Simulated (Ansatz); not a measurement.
System: rock-salt NaBr. Method: r²SCAN0 in Ansatz (PAW).

Settings: plane-wave cutoff 520 eV, 8×8×8 k mesh, Fermi–Dirac smearing 0.01 eV, scalar-relativistic PAW data made under PBE.

The cell has the measured lattice: a = b = c = 5.9730 Å, α = β = γ = 90.00°.

Question: Estimate the band gap and width of the whole s-p valence band that the calculation returns.

Answer: 
- band gap = 6.51 eV (on the SCF k mesh) (direct)
- width of the whole s-p valence band = 14.21 eV

Measured, for comparison: band gap 7.1 eV (temperature not stated, no zero-point or thermal correction; as tabulated in Aguado et al. (1998), arXiv:cond-mat/9809176).

Note: cell and atoms aren't relaxed at this level (pressure -0.5 GPa).

Spin–orbit coupling is not included.

Computed values are for the static lattice.

It cost very roughly 2.5 core-minutes of CPU time.

Ansatz is a program for electronic structure.
